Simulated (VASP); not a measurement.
# CaS in VASP 6.6.1, single-point calculation

INCAR

```
ISIF = 2
SIGMA = 0.3
LWAVE = .FALSE.
ENCUT = 520
LREAL = .FALSE.
NBANDS = 15
LASPH = .TRUE.
PREC = Accurate
IBRION = -1
GGA = PE
NELM = 94
NSW = 0
LCHARG = .FALSE.
EDIFF = 1E-6
ISMEAR = 0
```

KPOINTS

```
KPOINTS created by Atomic Simulation Environment
0
Gamma
8 8 8
0 0 0
```

POSCAR

```
Ca S
 1.0000000000000000
     0.0000000000000000    2.9527397793999999    2.9527397793999999
     2.9527397793999999    0.0000000000000000    2.9527397793999999
     2.9527397793999999    2.9527397793999999    0.0000000000000000
 Ca  S
   1   1
Cartesian
  0.0000000000000000  0.0000000000000000  0.0000000000000000
  2.9527397793999999  2.9527397793999999  2.9527397793999999
```

The recommended PBE PAW datasets give the neutral cell 16 valence electrons.

Command

```
mpirun -np 1 vasp_std
```

OSZICAR

```
N       E                     dE             d eps       ncg     rms          rms(c)
DAV:   1     0.106729273153E+03    0.10673E+03   -0.75983E+03   870   0.998E+02
DAV:   2    -0.546487240954E+01   -0.11219E+03   -0.10683E+03  1059   0.244E+02
DAV:   3    -0.103242532420E+02   -0.48594E+01   -0.48140E+01  1245   0.482E+01
DAV:   4    -0.105801158306E+02   -0.25586E+00   -0.25576E+00  1269   0.945E+00
DAV:   5    -0.105820591941E+02   -0.19434E-02   -0.19433E-02  1188   0.898E-01    0.497E+00
DAV:   6    -0.102865635158E+02    0.29550E+00   -0.48324E-01  1024   0.348E+00    0.323E+00
DAV:   7    -0.102845692249E+02    0.19943E-02   -0.11389E-01  1112   0.204E+00    0.178E+00
DAV:   8    -0.102934003433E+02   -0.88311E-02   -0.24397E-02   955   0.120E+00    0.410E-01
DAV:   9    -0.102927329542E+02    0.66739E-03   -0.13996E-03  1101   0.307E-01    0.119E-01
DAV:  10    -0.102931050645E+02   -0.37211E-03   -0.42595E-04  1083   0.137E-01    0.356E-02
DAV:  11    -0.102931528352E+02   -0.47771E-04   -0.90267E-05  1024   0.702E-02    0.208E-02
DAV:  12    -0.102931536057E+02   -0.77053E-06   -0.54583E-06  1117   0.175E-02
   1 F= -.10293154E+02 E0= -.10293154E+02  d E =-.657269E-10
```

From OUTCAR

```
k-points           NKPTS =     29   k-points in BZ     NKDIM =     29   number of bands    NBANDS=     15

   NELECT =      16.0000    total number of electrons

   dimension x,y,z NGX =    32 NGY =   32 NGZ =   32
   dimension x,y,z NGXF=    64 NGYF=   64 NGZF=   64

  energy-cutoff  :      520.00
  volume of cell :       51.49
      direct lattice vectors                 reciprocal lattice vectors
     0.000000000  2.952739779  2.952739779    -0.169334258  0.169334258  0.169334258
     2.952739779  0.000000000  2.952739779     0.169334258 -0.169334258  0.169334258
     2.952739779  2.952739779  0.000000000     0.169334258  0.169334258 -0.169334258

 k-points in reciprocal lattice and weights: KPOINTS created by Atomic Simulation Env
   0.00000000  0.00000000  0.00000000       0.002
   0.12500000  0.00000000  0.00000000       0.016
   0.25000000  0.00000000  0.00000000       0.016
   0.37500000  0.00000000  0.00000000       0.016
   0.50000000  0.00000000  0.00000000       0.008
   0.12500000  0.12500000  0.00000000       0.012
   0.25000000  0.12500000  0.00000000       0.047
   0.37500000  0.12500000  0.00000000       0.047
   ...

 E-fermi :   3.3434

 k-point     1 :       0.0000    0.0000    0.0000
  band No.  band energies     occupation
      1     -37.5916      2.00000
      2     -18.5573      2.00000
      3     -18.5573      2.00000
      4     -18.5573      2.00000
      5      -8.9888      2.00000
      6       2.0039      2.00000
      7       2.0039      2.00000
      8       2.0039      2.00000
      9       5.5116      0.00000
     10       6.1471      0.00000
     11       6.1471      0.00000
     12       6.1471      0.00000
     13       6.6508      0.00000
     14       6.6508      0.00000
     15      12.5961      0.00000

 k-point     2 :       0.1250    0.0000    0.0000
  band No.  band energies     occupation
      1     -37.5907      2.00000
      2     -18.5722      2.00000
      3     -18.5585      2.00000
      4     -18.5585      2.00000
      5      -8.9072      2.00000
      6       1.4064      2.00000
      7       1.8241      2.00000
      8       1.8241      2.00000
      9       5.9456      0.00000
     10       6.3426      0.00000
     11       6.3426      0.00000
     12       6.4258      0.00000
     13       6.9875      0.00000
     14       6.9875      0.00000
     15      12.5379      0.00000

 k-point     3 :       0.2500    0.0000    0.0000
  band No.  band energies     occupation
      1     -37.5885      2.00000
      2     -18.6077      2.00000
      3     -18.5616      2.00000
      4     -18.5616      2.00000
      5      -8.7011      2.00000
      6       0.3736      2.00000
      7       1.4598      2.00000
      8       1.4598      2.00000
      9       6.1506      0.00000
     10       6.8383      0.00000
     11       6.8383      0.00000
     12       7.6006      0.00000
     13       7.8354      0.00000
     14       7.8354      0.00000
     15      11.7196      0.00000

 ...

  Total       -1.4617521     -1.4617521     -1.4617521      0.0000000      0.0000000      0.0000000
  in kB      -45.4861085    -45.4861085    -45.4861085      0.0000000      0.0000000      0.0000000
  external PRESSURE =     -45.4861085 kB  Pullay stress =       0.0000000 kB

 POSITION                                       TOTAL-FORCE (eV/Angst)
 -----------------------------------------------------------------------------------
      0.00000      0.00000      0.00000         0.000000      0.000000      0.000000
      2.95274      2.95274      2.95274         0.000000     -0.000000     -0.000000
 -----------------------------------------------------------------------------------
    total drift:                                0.000000     -0.000000     -0.000000

  FREE ENERGIE OF THE ION-ELECTRON SYSTEM (eV)
  ---------------------------------------------------
  free  energy   TOTEN  =       -10.2931536057 eV

  energy  without entropy=      -10.2931536057  energy(sigma->0) =      -10.29315361
```

It converged. Results: gap between bands v and c on the k mesh 2.56 eV; least direct gap on the k mesh 3.29 eV; pressure -4.5 GPa. Band v is the last that the valence electrons fill when counted band by band, and c is the next.

For comparison, a separate PBE run of the intended cell, on usual settings and not on those above, gives a gap of 2.56 eV on its mesh and a pressure of -4.5 GPa.

The run above took about 18 s on one core of a shared host (Intel Xeon Platinum 8488C) and held 0.17 GiB at most.
